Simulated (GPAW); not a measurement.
Here is a GPAW 26.7.0 calculation.

File run.py:

```python
from ase import Atoms
from ase.filters import FrechetCellFilter
from ase.io import write
from ase.optimize import BFGS
from gpaw import GPAW, PW, setup_paths

setup_paths.insert(0, '.')

atoms = Atoms(['Ni'],
              cell=[[0.0, 1.737572933, 1.737572933],
                    [1.737572933, 0.0, 1.737572933],
                    [1.737572933, 1.737572933, 0.0]],
              scaled_positions=[[0.0, 0.0, 0.0]],
              pbc=True)
atoms.set_initial_magnetic_moments([1.0])

calc = GPAW(mode=PW(600),
            xc='PBEsol',
            kpts={'size': (13, 13, 13), 'gamma': True},
            occupations={'name': 'fermi-dirac', 'width': 0.05},
            nbands=17,
            convergence={'density': 1e-05, 'forces': 0.0001},
            maxiter=150,
            txt='gpaw.txt')
atoms.calc = calc
opt = BFGS(FrechetCellFilter(atoms), trajectory='relax.traj', logfile='-')
done = opt.run(fmax=0.02, steps=60)
calc.write('gs.gpw')
write('result.traj', atoms)
print('Converged:', done)
print('Cell:', atoms.cell.cellpar().round(4))
print('Volume:', round(atoms.get_volume(), 4))
print(atoms.get_scaled_positions().round(5))
```

Potentials or basis: PAW data sets generated in the run's folder for this functional, pw.

Run with:

```bash
$ gpaw-setup -f PBEsol Ni
$ OMP_NUM_THREADS=1 python run.py
```

Task: Predict the band gap on the k mesh.

Result: None (metal or under the smearing width).

Task: Estimate the relaxed cell.

Result: a = 2.459 Å, b = 2.459 Å, c = 2.459 Å, α = 60.00°, β = 60.00°, γ = 60.00°.

Task: Predict the site moments.

Result: Ni +0.66 μB.

Final structure:
```cif
data_structure
_symmetry_space_group_name_H-M 'P 1'
_symmetry_Int_Tables_number 1
_cell_length_a 2.4588
_cell_length_b 2.4588
_cell_length_c 2.4588
_cell_angle_alpha 60.000
_cell_angle_beta 60.000
_cell_angle_gamma 60.000
_cell_volume 10.51
loop_
_atom_site_label
_atom_site_type_symbol
_atom_site_fract_x
_atom_site_fract_y
_atom_site_fract_z
_atom_site_occupancy
Ni1 Ni 0.00000 0.00000 0.00000 1
```

Caveat: each step starts from the last one's moments, so a moment once lost doesn't come back; later steps reuse the first step's grids.
